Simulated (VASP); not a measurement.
**Ag: single point with PBEsol**

Crystal: Ag.

```
CELL_PARAMETERS angstrom
-1.65570 1.65570 1.65570
1.65570 -1.65570 1.65570
1.65570 1.65570 -1.65570
ATOMIC_POSITIONS crystal
Ag 0.00000 0.00000 0.00000
```

This isn't the form of Ag at room conditions, which is fcc.

```
Program             : VASP 6.6.1
Task                : single point
Functional          : PBEsol
Potentials or basis : VASP PAW PBE potentials, release 64 (Ag)
Cutoff              : 520 eV
k mesh              : 11 × 11 × 11
Occupations         : fermi-dirac, width 0.1 eV
Spin                : no spin polarisation
```

```json
{
 "Pressure": "-7.5 GPa",
 "Band gap on the k mesh": "none (metal or under the smearing width)"
}
```

Levels at points of the mesh, in eV from the Fermi level:
| k point | band 3 | band 4 | band 5 | band 6 | band 7 | band 8 | band 9 | band 10 |
| --- | --- | --- | --- | --- | --- | --- | --- | --- |
| (0.00, 0.00, 0.00) | -4.64 | -4.64 | -3.42 | -3.42 | 17.73 | 17.73 | 17.73 | 23.08 |

Run time: 7.7 s on 1 thread of Intel(R) Xeon(R) Platinum 8559C (Emerald Rapids), on a shared host, peak memory 0.14 GiB.

Caveat: the PAW data sets were made with another functional, which shifts forces and pressure a little.
